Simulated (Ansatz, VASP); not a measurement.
**Si3N4 in VASP and in Ansatz**

File INCAR:

```
PREC = Accurate
ENCUT = 520
EDIFF = 1E-8
ISMEAR = -1
SIGMA = 0.02
LREAL = False
LASPH = True
NELM = 100
ALGO = Normal
ISIF = 2
LWAVE = False
LCHARG = False
GGA = PE
LEFG = True
NBANDS = 45
```

KPOINTS

```
Automatic mesh
0
Gamma
  6 6 6
```

The input POSCAR:

```
Si3N4
1.0
   -3.2373500000      3.2373500000      3.2373500000
    3.2373500000     -3.2373500000      3.2373500000
    3.2373500000      3.2373500000     -3.2373500000
Si N
6 8
Direct
    0.2500000000      0.1250000000      0.8750000000
    0.8750000000      0.2500000000      0.1250000000
    0.7500000000      0.3750000000      0.6250000000
    0.6250000000      0.7500000000      0.3750000000
    0.1250000000      0.8750000000      0.2500000000
    0.3750000000      0.6250000000      0.7500000000
    0.5628000000      0.5628000000      0.5628000000
    0.4372000000      0.5000000000      0.0000000000
    0.5000000000      0.0000000000      0.9372000000
    0.0000000000      0.4372000000      0.5000000000
    0.9372000000      0.5000000000      0.0000000000
    0.0628000000      0.0628000000      0.0628000000
    0.0000000000      0.9372000000      0.5000000000
    0.5000000000      0.0000000000      0.4372000000
```

Input for Ansatz:

```yaml
crystal:
  lattice:
    - [-3.23735, 3.23735, 3.23735]
    - [3.23735, -3.23735, 3.23735]
    - [3.23735, 3.23735, -3.23735]
  atoms:
    - { symbol: Si, position: [0.25, 0.125, 0.875] }
    - { symbol: Si, position: [0.875, 0.25, 0.125] }
    - { symbol: Si, position: [0.75, 0.375, 0.625] }
    - { symbol: Si, position: [0.625, 0.75, 0.375] }
    - { symbol: Si, position: [0.125, 0.875, 0.25] }
    - { symbol: Si, position: [0.375, 0.625, 0.75] }
    - { symbol: "N", position: [0.5628, 0.5628, 0.5628] }
    - { symbol: "N", position: [0.4372, 0.5, 0.0] }
    - { symbol: "N", position: [0.5, 0.0, 0.9372] }
    - { symbol: "N", position: [0.0, 0.4372, 0.5] }
    - { symbol: "N", position: [0.9372, 0.5, 0.0] }
    - { symbol: "N", position: [0.0628, 0.0628, 0.0628] }
    - { symbol: "N", position: [0.0, 0.9372, 0.5] }
    - { symbol: "N", position: [0.5, 0.0, 0.4372] }
kpoints:
  mp_grid: { grid: [6, 6, 6] }
scf:
  occupations: { method: fermi_dirac, width: 0.02 }
hamiltonian:
  xc: pbe
  pseudopotentials: { kind: paw, frozen_core: stored }
output:
  forces: true
  stress: true
  populations: true
  efg:
    quadrupole_moments_barn: { "N": 0.02044 }
    contact_densities: true
```

Alike in both runs: task electric field gradients; functional PBE; k mesh 6 × 6 × 6; occupations fermi-dirac, width 0.02 eV; no spin polarisation.

|  | VASP | Ansatz |
| --- | --- | --- |
| version | VASP 6.6.1 | Ansatz 0.2.0 |
| potentials or method | VASP PAW PBE potentials, release 64 (Si, N) | plane-wave PAW, scalar-relativistic |
| plane-wave cutoff (eV) | 520 | 420 |
| valence electrons in the cell | 64 | 64 |

VASP gave:

* gap on the k mesh at the Fermi level (eV): 4.07
* pressure (GPa): 1.6
* rms of the force components (eV/Å): 0.007
* Vzz of the field gradient on the site that differs most (V/Å²): -55.3

Question: What did Ansatz give for the same quantities?

Answer: gap on the k mesh at the Fermi level (eV): 4.07; pressure (GPa): 1.9; rms of the force components (eV/Å): 0.009; Vzz of the field gradient on the site that differs most (V/Å²): -59.8.

Atom by atom the forces differ by 0.002 eV/Å (rms over components).

A k mesh can miss the band edges. As with any semilocal functional, this PBE gap is likely too small.
